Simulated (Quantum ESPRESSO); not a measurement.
## InPd under changes of volume

One of the cells (20.708 Å³/atom); the others are scaled copies at fixed shape and fractional positions:

```
In Pd
1.0
     0.00000    2.74607    2.74607
     2.74607    0.00000    2.74607
     2.74607    2.74607    0.00000
In Pd
1 1
Direct
  0.00000 0.00000 0.00000
  0.50000 0.50000 0.50000
```

The cell was built by a generator and needn't be a form met in nature.

| Property | Result |
| --- | --- |
| Program | Quantum ESPRESSO 7.5 |
| Functional | PBE |
| Potentials or basis | SSSP 1.3 efficiency PBE |
| Cutoff | 816 eV |
| Density cutoff | 5987 eV |
| k mesh | 8 × 8 × 8 |
| Occupations | fermi-dirac, width 0.05 eV |
| Spin | no spin polarisation |

```tsv
volume (Å³/atom)	energy over the lowest point (meV/atom)	pressure (GPa)
19.465	24.82	6.4
19.880	10.99	4.1
20.294	?	?
20.708	0.00	0.1
21.122	1.54	-1.5
21.536	7.06	-2.9
21.950	15.97	-4.2
```

What does the run at 20.294 Å³/atom give?

Energy over the lowest point 2.96 meV/atom; pressure 2.0 GPa.

Worked out: A Birch-Murnaghan fit of order 3 (a polynomial in V^(-2/3)) to the other rows has its minimum at 20.76 Å³/atom with B0 = V·E''(V) = 85 GPa and B' = 5.4. It gives 2.95 meV/atom at 20.294 Å³/atom, against the run's 2.96, and -dE/dV = 2.1 GPa, against 2.0.

Energies are extrapolated to zero smearing.
